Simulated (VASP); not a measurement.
# TiB2 (P6/mmm) in VASP: further runs

Aim: see how the results for TiB2 move with the level of theory and the settings. Levels: PBE+D3(BJ), PBE. Tasks: relaxation of cell and atoms.

All numbers are computed with VASP 6.6.1; they aren't measurements. Logs are shortened: lines on timing, memory, paths and dates and some standing lists are left out, and cuts for length are marked.

**1. The structure**

Symmetry: P6/mmm, No. 191, hexagonal system. The conventional cell has a = 3.004 Å, b = 3.004 Å, c = 3.183 Å, α = 90.00°, β = 90.00°, γ = 120.00°. Ti (site symmetry 6/mmm) is surrounded by 12 B at 2.35 Å. B (site symmetry -6m2) has 3 B at 1.73 Å as nearest neighbours.

**2. Relaxation of cell and atoms, PBE+D3(BJ)**

Contents of INCAR:

```
PREC     = Accurate       # precision mode
ENCUT    = 600            # plane-wave cutoff, eV
EDIFF    = 1E-7           # SCF threshold, eV
ISMEAR   = 1              # smearing method
SIGMA    = 0.1            # smearing width, eV
LREAL    = F              # projectors in reciprocal space
LASPH    = T              # aspherical terms in the spheres
NELM     = 80             # most SCF steps
ALGO     = Normal         # electronic algorithm
ISIF     = 3              # what is computed and relaxed
LWAVE    = F              # write WAVECAR
LCHARG   = F              # write CHGCAR
GGA      = PE             # functional
IVDW     = 12             # dispersion correction
IBRION   = 2              # ionic algorithm
NSW      = 90             # ionic steps
EDIFFG   = -0.005         # ionic threshold
```

Contents of KPOINTS:

```
Automatic mesh
0
Gamma
  15 15 11
```

Contents of POSCAR:

```
TiB2                                    
1.0
    3.0039430117      0.0000000000      0.0000000000
   -1.5019715059      2.6014909596      0.0000000000
    0.0000000000     -0.0000000000      3.1828748302
  Ti              B             
     1     2
Direct
     1.0000000000000000    1.0000000000000000    0.0000000000000000
     0.3333333332999970    0.6666666667000030    0.5000000000000000
     0.6666666667000030    0.3333333332999970    0.5000000000000000
```

Potentials or basis: VASP PAW PBE potentials, release 64 (Ti_sv, B).

Run with:

```console
$ cat potpaw_PBE.64/Ti_sv/POTCAR potpaw_PBE.64/B/POTCAR > POTCAR
$ mpirun -np 1 vasp_std > vasp.out
```

OUTCAR:

```text
PREC = Accurate
   ENCUT = 600
   EDIFF = 1E-7
   ISMEAR = 1
   LREAL = F
   LASPH = T
   NELM = 80
   ISIF = 3
   GGA = PE
   IVDW = 12
   IBRION = 2
   NSW = 90
   EDIFFG = -0.005
 IVDW          = 12

 ion  position               nearest neighbor table
   1  0.000  0.000  0.000-   2 2.35   3 2.35   2 2.35   3 2.35   2 2.35   2 2.35   3 2.35   3 2.35
                             3 2.35   3 2.35   2 2.35   2 2.35
   2  0.333  0.667  0.500-   3 1.73   3 1.73   3 1.73   1 2.35   1 2.35   1 2.35   1 2.35   1 2.35
                             1 2.35
   3  0.667  0.333  0.500-   2 1.73   2 1.73   2 1.73   1 2.35   1 2.35   1 2.35   1 2.35   1 2.35
                             1 2.35

  LATTYP: Found a hexagonal cell.
 ALAT       =     3.0039430117
 C/A-ratio  =     1.0595656501

  Lattice vectors:

 A1 = (   3.0039430117,   0.0000000000,   0.0000000000)
 A2 = (  -1.5019715059,   2.6014909596,   0.0000000000)
 A3 = (   0.0000000000,   0.0000000000,   3.1828748302)

Analysis of symmetry for initial positions (statically):
=====================================================================
 Subroutine PRICEL returns:
 Original cell was already a primitive cell.

 Routine SETGRP: Setting up the symmetry group for a
 hexagonal supercell.

 Subroutine GETGRP returns: Found 24 space group operations
 (whereof 24 operations were pure point group operations)
 out of a pool of 24 trial point group operations.

The static configuration has the point symmetry D_6h.

Analysis of symmetry for dynamics (positions and initial velocities):
=====================================================================
 Subroutine PRICEL returns:
 Original cell was already a primitive cell.

 Routine SETGRP: Setting up the symmetry group for a
 hexagonal supercell.

 Subroutine GETGRP returns: Found 24 space group operations
 (whereof 24 operations were pure point group operations)
 out of a pool of 24 trial point group operations.

The dynamic configuration has the point symmetry D_6h.

 Subroutine INISYM returns: Found 24 space group operations
 (whereof 24 operations are pure point group operations),
 and found     1 'primitive' translations

----------------------------------------------------------------------------------------

                                     Primitive cell

  volume of cell :      24.8733

  direct lattice vectors                    reciprocal lattice vectors
     3.003943012  0.000000000  0.000000000     0.332895796  0.192197477  0.000000000
    -1.501971506  2.601490960  0.000000000     0.000000000  0.384394955  0.000000000
     0.000000000  0.000000000  3.182874830     0.000000000  0.000000000  0.314181378

  length of vectors
     3.003943012  3.003943012  3.182874830     0.384394955  0.384394955  0.314181378

  position of ions in fractional coordinates (direct lattice)
     0.000000000  0.000000000  0.000000000
     0.333333333  0.666666667  0.500000000
     0.666666667  0.333333333  0.500000000

  ion indices of the primitive-cell ions
   primitive index   ion index
                 1           1
                 2           2
                 3           3

----------------------------------------------------------------------------------------

 KPOINTS: Automatic mesh

Automatic generation of k-mesh.
 Grid dimensions read from file:
 generate k-points for:   15   15   11

 Generating k-lattice:

  Cartesian coordinates                     Fractional coordinates (reciprocal lattice)
     0.022193053  0.012813165  0.000000000     0.066666667  0.000000000  0.000000000
     0.000000000  0.025626330  0.000000000     0.000000000  0.066666667  0.000000000
     0.000000000  0.000000000  0.028561943     0.000000000  0.000000000  0.090909091

  Length of vectors
     0.025626330  0.025626330  0.028561943

  Shift w.r.t. Gamma in fractional coordinates (k-lattice)
     0.000000000  0.000000000  0.000000000

 Subroutine IBZKPT returns following result:
 ===========================================

 Found    162 irreducible k-points:

 Following reciprocal coordinates:
            Coordinates               Weight
  0.000000  0.000000  0.000000      1.000000
  0.066667 -0.000000  0.000000      6.000000
  0.133333  0.000000  0.000000      6.000000
  0.200000 -0.000000  0.000000      6.000000
  0.266667  0.000000  0.000000      6.000000
  0.333333 -0.000000  0.000000      6.000000
[... 16 lines left out ...]
  0.333333  0.200000  0.000000     12.000000
  0.400000  0.200000  0.000000      6.000000
 [... further k-points ...]
   k-points           NKPTS =    162   k-points in BZ     NKDIM =    162   number of bands    NBANDS=     13
   number of dos      NEDOS =    301   number of ions     NIONS =      3
   total plane-waves  NPLWV =  16128
   dimension x,y,z NGX =    24 NGY =   24 NGZ =   28
   dimension x,y,z NGXF=    48 NGYF=   48 NGZF=   56
   ions per type =               1   2
   NGX,Y,Z   is equivalent  to a cutoff of  13.28, 13.28, 14.62 a.u.
   NGXF,Y,Z  is equivalent  to a cutoff of  26.56, 26.56, 29.25 a.u.
 SYSTEM =  unknown system
   PREC   = accura    normal or accurate (medium, high low for compatibility)
   ISTART =      0    job   : 0-new  1-cont  2-samecut
   ICHARG =      2    charge: 1-file 2-atom 10-const
   ISPIN  =      1    spin polarized calculation?
   LNONCOLLINEAR =      F non collinear calculations
   LSORBIT =      F    spin-orbit coupling
   LASPH  =      T    aspherical Exc in radial PAW
   ENCUT  =  600.0 eV  44.10 Ry    6.64 a.u.   6.00  6.00  6.36*2*pi/ulx,y,z
   NELM   =     80;   NELMIN=  2; NELMDL= -5     # of ELM steps
   EDIFF  = 0.1E-06   stopping-criterion for ELM
   LREAL  =      F    real-space projection
   EDIFFG = -.5E-02   stopping-criterion for IOM
   NSW    =     90    number of steps for IOM
   IBRION =      2    ionic relax: 0-MD 1-quasi-New 2-CG
   NFREE  =      1    steps in history (QN), initial steepest desc. (CG)
   ISIF   =      3    stress and relaxation
   ISYM   =      2    0-nonsym 1-usesym 2-fastsym
   POTIM  = 0.5000    time-step for ionic-motion
   TEBEG  =    0.0;   TEEND  =   0.0 temperature during run
   PSTRESS=    0.0 pullay stress
   NELECT =      18.0000    total number of electrons
   NUPDOWN=      -1.0000    fix difference up-down
   EMIN   =  10.00;   EMAX   =-10.00  energy-range for DOS
   EFERMI =   0.00;   METHOD = LEGACY
   ISMEAR =     1;   SIGMA  =   0.10  broadening in eV -4-tet -1-fermi 0-gaus
   EFERMI_NEDOS =   21; number of points for ismear=-14 and -15
   IALGO  =     38    algorithm
   IMIX   =      4    mixing-type and parameters
     AMIX     =   0.40;   BMIX     =  1.00
     AMIX_MAG =   1.60;   BMIX_MAG =  1.00
  volume/ion in A,a.u.               =       8.29        55.95
  Fermi-wavevector in a.u.,A,eV,Ry     =   1.469787  2.777495 29.392320  2.160275
  Thomas-Fermi vector in A             =   2.585123
   LORBIT       =      0    0 simple, 1 ext, 2 COOP (PROOUT), +10 PAW based schemes
   GGA     = PE    functional components
   LHFCALC =     F    Hartree Fock is set to
   AEXX    =    0.0000 exact exchange contribution
   IVDW    =    12    specifies the selected vdW correction
   LEPSILON=     F    determine dielectric tensor
   LRPA    =     F    only Hartree local field effects (RPA)
 conjugate gradient relaxation of ions
 non-spin polarized calculation
 Methfessel and Paxton  Order N= 1 SIGMA  =   0.10
  energy-cutoff  :      600.00
  volume of cell :       24.87
 maximum number of plane-waves:       852
 NGX is ok and might be reduce to    24
   NGX = 11   NGY = 11   NGZ = 13

 number of electron      18.0000005 magnetization

 Free energy of the ion-electron system (eV)
  ---------------------------------------------------
  ext. energy  EPLUGINS =         0.00000000
  ---------------------------------------------------
  free energy    TOTEN  =       -24.40932700 eV

  energy without entropy =      -24.40910194  energy(sigma->0) =      -24.40925198

 E-fermi :  10.3517     XC(G=0): -12.9197

 val. band max:       10.3419570435   @ k =   0.2667   0.2000   0.0000
 cond. band min:      10.3685235832   @ k =   0.1333   0.1333   0.1818
 fundamental gap:      0.0265665398
 Fermi energy:        10.3516952461

 k-point     1 :       0.0000    0.0000    0.0000
  band No.  band energies     occupation
      1     -46.5319      2.00000
      2     -22.8897      2.00000
      3     -22.5589      2.00000
      4     -22.5589      2.00000
      5      -3.3291      2.00000
      6       7.6348      2.00000
      7       7.6348      2.00000
      8       8.0703      2.00000
      9       8.1672      2.00000
     10      12.3248     -0.00000
     11      12.3248     -0.00000
     12      14.1777      0.00000
     13      14.1777      0.00000

 k-point     2 :       0.0667   -0.0000    0.0000
  band No.  band energies     occupation
      1     -46.5292      2.00000
      2     -22.8864      2.00000
      3     -22.5787      2.00000
      4     -22.5634      2.00000
      5      -3.2415      2.00000
      6       7.3852      2.00000
      7       7.6219      2.00000
      8       7.9925      2.00000
      9       8.2109      2.00000
     10      12.2981     -0.00000
     11      12.4830      0.00000
     12      13.7912      0.00000
     13      13.8488      0.00000

 k-point     3 :       0.1333    0.0000    0.0000
  band No.  band energies     occupation
      1     -46.5218      2.00000
      2     -22.8770      2.00000
      3     -22.6346      2.00000
      4     -22.5760      2.00000
      5      -2.9822      2.00000
      6       6.7099      2.00000
      7       7.5762      2.00000
      8       7.8010      2.00000
      9       8.3258      2.00000
     10      12.2236     -0.00000
     11      12.8970      0.00000
     12      13.1358      0.00000
     13      13.3570      0.00000

 k-point     4 :       0.2000   -0.0000    0.0000
  band No.  band energies     occupation
      1     -46.5109      2.00000
      2     -22.8632      2.00000
      3     -22.7160      2.00000
      4     -22.5945      2.00000
      5      -2.5610      2.00000
      6       5.7716      2.00000
      7       7.4862      2.00000
      8       7.5740      2.00000
      9       8.4318      2.00000
     10      12.1163     -0.00000
     11      12.6542      0.00000
     12      13.0371      0.00000
     13      13.4209      0.00000

 k-point     5 :       0.2667    0.0000    0.0000
  band No.  band energies     occupation
      1     -46.4982      2.00000
      2     -22.8474      2.00000
      3     -22.8083      2.00000
      4     -22.6157      2.00000
      5      -1.9921      2.00000
      6       4.7065      2.00000
      7       7.3558      2.00000
      8       7.3697      2.00000
      9       8.4258      2.00000
     10      11.9966     -0.00000
     11      12.5391      0.00000
     12      12.9292      0.00000
     13      13.8595      0.00000
[... 257 lines left out ...]
 k-point    22 :       0.2667    0.2000    0.0000
  band No.  band energies     occupation
      1     -46.4743      2.00000
      2     -22.9165      2.00000
      3     -22.8173      2.00000
      4     -22.7211      2.00000
      5      -0.3889      2.00000
      6       3.2810      2.00000
      7       4.8258      2.00000
      8       7.4290      2.00000
      9      10.1914      2.04582
     10      10.3420      1.16396
     11      11.6647     -0.00000
     12      13.5725      0.00000
     13      16.0294      0.00000

 k-point    23 :       0.3333    0.2000    0.0000
  band No.  band energies     occupation
      1     -46.4682      2.00000
      2     -22.9419      2.00000
      3     -22.8098      2.00000
      4     -22.7492      2.00000
      5       0.4585      2.00000
      6       2.3526      2.00000
      7       4.4935      2.00000
      8       7.5291      2.00000
      9       9.9154      2.00000
     10      10.2982      1.77692
     11      12.0601     -0.00000
     12      13.3709      0.00000
     13      16.2226      0.00000

 k-point    24 :       0.4000    0.2000    0.0000
  band No.  band energies     occupation
      1     -46.4661      2.00000
      2     -22.9505      2.00000
      3     -22.8070      2.00000
      4     -22.7596      2.00000
      5       1.3612      2.00000
      6       1.4106      2.00000
      7       4.3922      2.00000
      8       7.5815      2.00000
      9       9.7490      2.00000
     10      10.2962      1.79735
     11      12.4134      0.00000
     12      13.1196      0.00000
     13      16.2384      0.00000

 [... further k-points ...]

------------------------ aborting loop because EDIFF is reached ----------------------------------------

 Edisp (eV)   -1.29812

 E8    (eV) :    -0.5377

  FORCE on cell =-STRESS in cart. coord.  units (eV):
  Direction    XX          YY          ZZ          XY          YZ          ZX
  --------------------------------------------------------------------------------------
  -------------------------------------------------------------------------------------
  Total       0.00288     0.00288    -0.01474    -0.00000     0.00000    -0.00000
  in kB       0.18565     0.18565    -0.94957    -0.00000     0.00000    -0.00000
  external pressure =       -0.19 kB  Pullay stress =        0.00 kB

 VOLUME and BASIS-vectors are now :
 -----------------------------------------------------------------------------
  energy-cutoff  :      600.00
  volume of cell :       24.87
      direct lattice vectors                 reciprocal lattice vectors
     3.003943012  0.000000000  0.000000000     0.332895796  0.192197477  0.000000000
    -1.501971506  2.601490960  0.000000000     0.000000000  0.384394955  0.000000000
     0.000000000  0.000000000  3.182874830     0.000000000  0.000000000  0.314181378

 POSITION                                       TOTAL-FORCE (eV/Angst)
 -----------------------------------------------------------------------------------
      0.00000      0.00000      0.00000        -0.000000      0.000000     -0.000000
     -0.00000      1.73433      1.59144         0.000000      0.000000      0.000000
      1.50197      0.86716      1.59144        -0.000000      0.000000     -0.000000
 -----------------------------------------------------------------------------------
    total drift:                               -0.000000      0.000000     -0.000000

  FREE ENERGIE OF THE ION-ELECTRON SYSTEM (eV)
  ---------------------------------------------------
  free  energy   TOTEN  =       -25.7074489059 eV

  energy  without entropy=      -25.7072238439  energy(sigma->0) =      -25.70737389

 reached required accuracy - stopping structural energy minimisation
```

Wall time 28 s (1 thread of Intel Xeon Platinum 8559C (Emerald Rapids), shared host); peak memory 0.2 GiB.

Results:

| Property | Result |
| --- | --- |
| Free energy | -25.7074 eV |
| Pressure after relaxing | 0.0 GPa |
| Band gap on the k mesh | none (metal or under the smearing width) |
| Dispersion energy per atom | -0.433 eV |

Stress tensor (GPa, compression positive):
```
 0.02  0.00  0.00
 0.00  0.02  0.00
 0.00  0.00 -0.09
```

Final structure:
```yaml
crystal:
  lattice:
    - [3.00394, 0.00000, 0.00000]
    - [-1.50197, 2.60149, 0.00000]
    - [0.00000, 0.00000, 3.18287]
  atoms:
    - { symbol: Ti, position: [0.00000, 0.00000, 0.00000] }
    - { symbol: B, position: [0.33333, 0.66667, 0.50000] }
    - { symbol: B, position: [0.66667, 0.33333, 0.50000] }
```

Levels at points of the mesh, in eV from the Fermi level:
```tsv
k point	band 7	band 8	band 9	band 10	band 11	band 12
(0.00, 0.00, 0.00)	-2.72	-2.28	-2.18	1.97	1.97	3.83
```

Caveat: the relaxation stopped at its first step, so nothing moved; pairwise dispersion overbinds metals, which lowers pressure and volume.

(Part 1 of 2 ends here.)
